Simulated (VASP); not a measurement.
# SiC in VASP 6.6.1, single-point calculation

INCAR

```
PREC = Accurate
NELM = 120
IBRION = -1
LREAL = .FALSE.
LCHARG = .FALSE.
EDIFF = 1E-7
METAGGA = R2SCAN
LWAVE = .FALSE.
ALGO = Normal
ISIF = 2
NBANDS = 11
NSW = 0
ENCUT = 520
LASPH = .TRUE.
ISMEAR = 1
SIGMA = 0.05
```

KPOINTS

```
KPOINTS created by Atomic Simulation Environment
0
Gamma
10 10 10
0 0 0
```

POSCAR

```
Si C
 1.0000000000000000
     0.0000000000000000    2.2216133981000001    2.2216133981000001
     2.2216133981000001    0.0000000000000000    2.2216133981000001
     2.2216133981000001    2.2216133981000001    0.0000000000000000
 Si  C
   1   1
Cartesian
  0.0000000000000000  0.0000000000000000  0.0000000000000000
  1.1108066990499998  1.1108066990499998  1.1108066990499998
```

The recommended PBE PAW datasets give the neutral cell 8 valence electrons.

Command

```
mpirun -np 1 vasp_std
```

OSZICAR

```
N       E                     dE             d eps       ncg     rms          rms(c)
DAV:   1     0.110479407652E-01    0.11048E-01   -0.39155E+03  1042   0.622E+02
DAV:   2    -0.214595434184E+02   -0.21471E+02   -0.20396E+02  1334   0.114E+02
DAV:   3    -0.221723699304E+02   -0.71283E+00   -0.71158E+00  1265   0.172E+01
DAV:   4    -0.221752523473E+02   -0.28824E-02   -0.28822E-02  1213   0.140E+00
DAV:   5    -0.221752657704E+02   -0.13423E-04   -0.13423E-04  1255   0.899E-02    0.858E+00
DAV:   6    -0.192260447112E+02    0.29492E+01   -0.49148E+00  1148   0.102E+01    0.470E+00
DAV:   7    -0.192660647456E+02   -0.40020E-01   -0.43172E-01  1253   0.382E+00    0.232E+00
DAV:   8    -0.192761682186E+02   -0.10103E-01   -0.19595E-02  1109   0.107E+00    0.142E-01
DAV:   9    -0.192764827882E+02   -0.31457E-03   -0.50366E-04  1482   0.189E-01    0.120E-01
DAV:  10    -0.192765735401E+02   -0.90752E-04   -0.80764E-05  1148   0.771E-02    0.130E-02
DAV:  11    -0.192765715256E+02    0.20144E-05   -0.31776E-06  1318   0.107E-02    0.389E-03
DAV:  12    -0.192765716192E+02   -0.93588E-07   -0.13002E-07  1169   0.319E-03
   1 F= -.19276572E+02 E0= -.19276575E+02  d E =0.971076E-05
```

From OUTCAR

```
k-points           NKPTS =     47   k-points in BZ     NKDIM =     47   number of bands    NBANDS=     11

   NELECT =       8.0000    total number of electrons

   dimension x,y,z NGX =    24 NGY =   24 NGZ =   24
   dimension x,y,z NGXF=    48 NGYF=   48 NGZF=   48

  energy-cutoff  :      520.00
  volume of cell :       21.93
      direct lattice vectors                 reciprocal lattice vectors
     0.000000000  2.221613398  2.221613398    -0.225061660  0.225061660  0.225061660
     2.221613398  0.000000000  2.221613398     0.225061660 -0.225061660  0.225061660
     2.221613398  2.221613398  0.000000000     0.225061660  0.225061660 -0.225061660

 k-points in reciprocal lattice and weights: KPOINTS created by Atomic Simulation Env
   0.00000000  0.00000000  0.00000000       0.001
   0.10000000  0.00000000  0.00000000       0.008
   0.20000000  0.00000000  0.00000000       0.008
   0.30000000  0.00000000  0.00000000       0.008
   0.40000000  0.00000000  0.00000000       0.008
   0.50000000  0.00000000  0.00000000       0.004
   0.10000000  0.10000000  0.00000000       0.006
   0.20000000  0.10000000  0.00000000       0.024
   ...

 E-fermi :   7.3885

 k-point     1 :       0.0000    0.0000    0.0000
  band No.  band energies     occupation
      1      -8.3782      2.00000
      2       7.3468      1.99675
      3       7.3468      1.99675
      4       7.3468      1.99674
      5      13.4534      0.00000
      6      14.7735      0.00000
      7      14.7735      0.00000
      8      14.7735      0.00000
      9      22.2044      0.00000
     10      22.2044      0.00000
     11      24.1722      0.00000

 k-point     2 :       0.1000    0.0000    0.0000
  band No.  band energies     occupation
      1      -8.1849      2.00000
      2       6.3031      2.00000
      3       7.2083      2.00000
      4       7.2084      2.00000
      5      13.7924      0.00000
      6      15.0237      0.00000
      7      15.0237      0.00000
      8      15.0411      0.00000
      9      21.3156      0.00000
     10      21.3156      0.00000
     11      24.1863      0.00000

 k-point     3 :       0.2000    0.0000    0.0000
  band No.  band energies     occupation
      1      -7.6155      2.00000
      2       4.1472      2.00000
      3       6.8902      2.00000
      4       6.8902      2.00000
      5      13.5684      0.00000
      6      15.4161      0.00000
      7      15.4161      0.00000
      8      16.3154      0.00000
      9      20.6659      0.00000
     10      20.6659      0.00000
     11      23.2845      0.00000

 k-point     4 :       0.3000    0.0000    0.0000
  band No.  band energies     occupation
      1      -6.7120      2.00000
      2       1.8290      2.00000
      3       6.5617      2.00000
      4       6.5617      2.00000
      5      13.1595      0.00000
      6      15.3398      0.00000
      7      15.3398      0.00000
      8      17.4623      0.00000
      9      21.4689      0.00000
     10      21.4689      0.00000
     11      22.9408      0.00000

 k-point     5 :       0.4000    0.0000    0.0000
  band No.  band energies     occupation
      1      -5.6209      2.00000
      2      -0.1864      2.00000
      3       6.3335      2.00000
      4       6.3335      2.00000
      5      12.8788      0.00000
      6      15.0012      0.00000
      7      15.0012      0.00000
      8      17.8955      0.00000
      9      23.4138      0.00000
     10      23.4138      0.00000
     11      23.5124      0.00000

 ...

  Total       -1.6601859     -1.6601859     -1.6601859     -0.0000000     -0.0000000     -0.0000000
  in kB     -121.2919111   -121.2919111   -121.2919111     -0.0000000     -0.0000000     -0.0000000
  external PRESSURE =    -121.2919111 kB  Pullay stress =       0.0000000 kB

 POSITION                                       TOTAL-FORCE (eV/Angst)
 -----------------------------------------------------------------------------------
      0.00000      0.00000      0.00000         0.000000      0.000000      0.000000
      1.11081      1.11081      1.11081        -0.000000     -0.000000     -0.000000
 -----------------------------------------------------------------------------------
    total drift:                               -0.000000     -0.000000     -0.000000

  FREE ENERGIE OF THE ION-ELECTRON SYSTEM (eV)
  ---------------------------------------------------
  free  energy   TOTEN  =       -19.2765716192 eV

  energy  without entropy=      -19.2765813300  energy(sigma->0) =      -19.27657486
```

It converged. Results: gap between bands v and c on the k mesh 1.76 eV; least direct gap on the k mesh 4.98 eV; pressure -12.1 GPa. Band v is the last that the valence electrons fill when counted band by band, and c is the next.

For comparison, a separate r²SCAN run of the intended cell, on usual settings and not on those above, gives a gap of 1.76 eV on its mesh and a pressure of -12.1 GPa.

The run above took about 24 s on one core of a shared host (Intel Xeon Platinum 8488C) and held 0.14 GiB at most.
